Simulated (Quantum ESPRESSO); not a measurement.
## PbSe (Clausthalite): dielectric tensor and Born charges under several settings

```xyz
2
Lattice="0.0000 3.0606 3.0606 3.0606 0.0000 3.0606 3.0606 3.0606 0.0000" Properties=species:S:1:pos:R:3 pbc="T T T"
Pb    0.0000    0.0000    0.0000
Se    3.0606    3.0606    3.0606
```

All runs used Quantum ESPRESSO 7.5; k mesh 6 × 6 × 6, shifted; given cell; no spin polarisation; cutoff 612 eV; occupations smeared at first, fixed for the response.

| level | potentials | pressure (GPa) | ε∞ (diagonal) | Born charge of atom 1 (e) |
| --- | --- | --- | --- | --- |
| LDA | GBRV 1.5 LDA | -2.3 | 22.99 | 5.02 |
| PBE | GBRV 1.5 PBE | 2.3 | 20.90 | 4.92 |
| PBEsol | GBRV 1.5 PBEsol | -0.6 | 22.22 | 4.95 |
| WC | GBRV 1.5 PBE | -0.5 | 22.44 | 4.96 |
| BLYP | GBRV 1.5 PBE | ? | ? | ? |
| AM05 | GBRV 1.5 PBE | 0.0 | 21.56 | 4.96 |

Q: What stands in the row left open?

A: Pressure 5.8 GPa; ε∞ 19.94; Born charge of atom 1 4.97 e.

Caveats: the potentials were made for another functional, which shifts forces and pressure (some runs); the cell is more than 3 GPa from zero pressure, which shifts response properties (some runs).

For the row left open. Caveat: the potentials were made for another functional, which shifts forces and pressure; the cell is more than 3 GPa from zero pressure, which shifts response properties.
